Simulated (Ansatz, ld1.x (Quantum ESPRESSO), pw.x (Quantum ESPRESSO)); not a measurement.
Equation-of-state test of one PAW potential (B)

boron (B), PAW, made with ld1.x (Quantum ESPRESSO) 7.5 (PBE, scalar-relativistic). Core [He], reference 2s1.5 2p1.5. Waves: 2s (bound): rcut 1.05, rcutus 1.40 bohr; 2s channel at 0.15 Ry: rcut 1.05, rcutus 1.40 bohr; 2p (bound): rcut 2.80, rcutus 3.85 bohr; 2p channel at 2.3 Ry: rcut 2.80, rcutus 3.85 bohr; 3d channel at 0.15 Ry: rcut 3.10, rcutus 3.90 bohr; 3d channel at 1.4 Ry: rcut 3.10, rcutus 3.90 bohr. Local part: all-electron potential smoothed inside 1.85 bohr (lloc = -1). Core correction: Bessel-smoothed model core inside 1.40 bohr. Augmentation charge: PSQ, inside the norm-conserving radii.

Atomic tests: cutoffs needed: 6 Ry and 18 Ry (the cutoffs (Ry, on a coarse ladder) from which the occupation-weighted sum of valence levels, in a spherical-Bessel basis at the reference potential, stays within 10 and 1 mRy of its value at 400 Ry); ghost test: no extra level below or beside the all-electron valence levels (s, p, d, f tested) (spherical-Bessel basis up to 400 Ry, 20 bohr box); largest excitation error: -15 meV (all-electron minus pseudo) for 2s1 2p1, out of 7 test configurations.

Crystal test: fcc B in pw.x 7.5, no spin, 18³ k-points, Fermi–Dirac smearing 0.01 Ry, cutoffs 40/340 Ry. The reference is all-electron LAPW (Ansatz 0.2.0) with the same functional, mesh and smearing; V0 and B0 come from Birch–Murnaghan fits to the pressures at five volumes. Errors are pseudo minus all-electron; Δ is the rms difference of the E(V) curves that follow from these fits, minima aligned, over ±6 % about the mean V0. Mesh and smearing are coarse, so the numbers serve the comparison and aren't converged zero-temperature values; the lattice is a test structure that the element need not adopt.

All-electron: a0 = 2.867 Å (V0 = 5.89 Å³/atom), B0 = 270.8 GPa.

Question: How far does the potential miss the all-electron equation of state?

Answer: converged, but broken (pressure over 100 GPa off). The pressure does not cross zero within the volumes sampled, so no fit is given. The largest radius (3.90 bohr) exceeds half the bond length (1.92 bohr), so the spheres overlap, which is one possible source of error among others. A pressure error of this size marks a broken potential; the numbers have no physical meaning.

```
V (Å³/atom)  P all-electron (GPa)  P pseudo (GPa)
      5.603                 14.83          202.26
      5.751                  6.76          177.18
      5.898                 -0.40          155.26
      6.045                 -6.74          136.14
      6.193                -12.37          119.50
```

Question: At the middle volume, how do free energy and pressure move when the wave cutoff is lowered (ecutrho held at 340 Ry)?

Answer:

| cutoff (Ry) | shift of F (meV/atom) | shift of P (GPa) |
| --- | --- | --- |
| 18 | +9.9 | -0.91 |
| 24 | +1.2 | -0.06 |
| 32 | +0.6 | -0.04 |

Input at the middle volume:

```
&control
  calculation='scf', prefix='x', pseudo_dir='./', outdir='./tmp', tstress=.true., disk_io='low'
/
&system
  ibrav=0, nat=1, ntyp=1, ecutwfc=40, ecutrho=340, nbnd=8,
  occupations='smearing', smearing='fd', degauss=0.01
/
&electrons
  conv_thr=1e-09, mixing_beta=0.4, electron_maxstep=70
/
ATOMIC_SPECIES
B 1.0 B.UPF
CELL_PARAMETERS angstrom
  0.00000000 1.43403007 1.43403007
  1.43403007 0.00000000 1.43403007
  1.43403007 1.43403007 0.00000000
ATOMIC_POSITIONS crystal
B 0.0000 0.0000 0.0000
K_POINTS automatic
18 18 18 0 0 0
```

```bash
pw.x < B.scf.in > B.scf.out
```

Lines of the output:

```
Message from routine setup:
     using ibrav=0 with symmetry is DISCOURAGED, use correct ibrav instead
     lattice parameter (alat)  =       3.8324  a.u.
     unit-cell volume          =      39.8017 (a.u.)^3
     number of electrons       =         3.00
     number of Kohn-Sham states=            8
     kinetic-energy cutoff     =      40.0000  Ry
     charge density cutoff     =     340.0000  Ry
     scf convergence threshold =      1.0E-09
     Exchange-correlation= SLA  PW   PBX  PBC
     number of k points=   195  Fermi-Dirac smearing, width (Ry)=  0.0100
     iteration #  1     ecut=    40.00 Ry     beta= 0.40
     total energy              =     -11.11593100 Ry
     estimated scf accuracy    <       0.00250724 Ry
     iteration #  2     ecut=    40.00 Ry     beta= 0.40
     total energy              =     -11.11472969 Ry
     estimated scf accuracy    <       0.00089519 Ry
     iteration #  3     ecut=    40.00 Ry     beta= 0.40
     total energy              =     -11.11486861 Ry
     estimated scf accuracy    <       0.00000030 Ry
     iteration #  4     ecut=    40.00 Ry     beta= 0.40
     total energy              =     -11.11487392 Ry
     estimated scf accuracy    <       0.00000016 Ry
     iteration #  5     ecut=    40.00 Ry     beta= 0.40
     total energy              =     -11.11487393 Ry
     estimated scf accuracy    <       0.00000001 Ry
     iteration #  6     ecut=    40.00 Ry     beta= 0.40
     total energy              =     -11.11487394 Ry
     estimated scf accuracy    <          5.0E-09 Ry
     iteration #  7     ecut=    40.00 Ry     beta= 0.40
     the Fermi energy is    15.5738 ev
!    total energy              =     -11.11487394 Ry
     estimated scf accuracy    <          4.9E-11 Ry
     smearing contrib. (-TS)   =      -0.00084212 Ry
     The total energy is F=E-TS. E is the sum of the following terms:
     one-electron contribution =       4.59971615 Ry
     hartree contribution      =       0.01285077 Ry
     xc contribution           =      -2.25896997 Ry
     ewald contribution        =      -7.61345288 Ry
     one-center paw contrib.   =      -5.85417589 Ry
     convergence has been achieved in   7 iterations
          total   stress  (Ry/bohr**3)                   (kbar)     P=     1552.62
```

The run at the middle volume (195 k-points, 7 iterations) took about 3.8 s on one core of a shared host (Neoverse-V2, 96 threads, 742 GiB, load 40).
